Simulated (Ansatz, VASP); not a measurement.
TaN in VASP and in Ansatz

File POSCAR:

```
TaN
1.0
    2.9380000000      0.0000000000      0.0000000000
   -1.4690000000      2.5443826363      0.0000000000
    0.0000000000      0.0000000000      2.8830000000
Ta N
1 1
Direct
    0.0000000000      0.0000000000      0.5000000000
    0.6666666667      0.3333333333      0.0000000000
```

Contents of INCAR.step1:

```
PREC = Accurate ; ENCUT = 520
ISMEAR = -1 ; SIGMA = 0.05
LREAL = F ; LASPH = T
NELM = 80 ; NBANDS = 15
GGA = PE ; ALGO = Normal
EDIFF = 1E-4 ; LWAVE = T
LCHARG = F
```

INCAR.step2

```
PREC = Accurate ; ENCUT = 520
EDIFF = 1E-6 ; ISMEAR = -1
SIGMA = 0.05 ; LREAL = F
LASPH = T ; NELM = 80
ALGO = Normal ; ISIF = 2
LWAVE = F ; LCHARG = T
METAGGA = R2SCAN ; LMIXTAU = T
LELF = T ; LVHAR = T
NBANDS = 15 ; ISTART = 1
```

The input KPOINTS:

```
regular mesh
0
Gamma
  10 10 9
```

The input input.yaml:

```yaml
crystal:
  lattice:
    - [2.938, 0.0, 0.0]
    - [-1.469, 2.5443826363, 0.0]
    - [0.0, 0.0, 2.883]
  atoms:
    - { symbol: Ta, position: [0.0, 0.0, 0.5] }
    - { symbol: "N", position: [0.6666666667, 0.3333333333, 0.0] }
hamiltonian:
  xc: r2scan
  pseudopotentials: { kind: paw }
kpoints:
  mp_grid: { grid: [10, 10, 9] }
  band_path:
    path:
      - [[0.0, 0.0, 0.0], [0.5, 0.0, 0.0], [0.3333333333, 0.3333333333, 0.0], [0.0, 0.0, 0.0], [0.0, 0.0, 0.5], [0.5, 0.0, 0.5], [0.3333333333, 0.3333333333, 0.5], [0.0, 0.0, 0.5]]
      - [[0.5, 0.0, 0.5], [0.5, 0.0, 0.0]]
      - [[0.3333333333, 0.3333333333, 0.0], [0.3333333333, 0.3333333333, 0.5]]
    npoints: 14
scf:
  occupations: { method: fermi_dirac, width: 0.05 }
  n_extra_bands: 6
output:
  forces: true
  stress: true
  eigenvalues: true
  fatbands: false
  write_density: true
  write_potential: true
  elf: true
  volumetric_format: npy
```

Alike in both runs: functional r2SCAN; k mesh 10 × 10 × 9; occupations fermi-dirac, width 0.05 eV; no spin polarisation.

|  | VASP | Ansatz |
| --- | --- | --- |
| version | VASP 6.6.1 | Ansatz 0.2.0 |
| potentials or method | VASP PAW PBE potentials, release 64 (Ta_pv, N) | Ansatz PAW |
| plane-wave cutoff (eV) | 520 | 500 |
| valence electrons in the cell | 16 | 18 |
| task | single point | band structure |

|  | VASP | Ansatz | Ansatz less VASP |
| --- | --- | --- | --- |
| gap on the k mesh at the Fermi level (eV) | none | none | - |
| pressure (GPa) | 1.4 | -0.2 | -1.62 |
| largest component of the traceless stress (GPa) | 0.60 | 0.44 | -0.160 |

A gap of «none» marks a metal or a gap that the smearing closes. The two sets of potentials don't hold the same shells in valence.

Caveats: the PAW data sets were made with another functional, which shifts forces and pressure a little (VASP); spin-orbit coupling is left out, which moves the levels of the heavy elements (Ansatz); the PAW data sets come from PBE, with cores solved anew for the run's functional, which leaves a small shift of forces and pressure (Ansatz). The runs have no spin-orbit coupling, so splittings on Ta are missing.
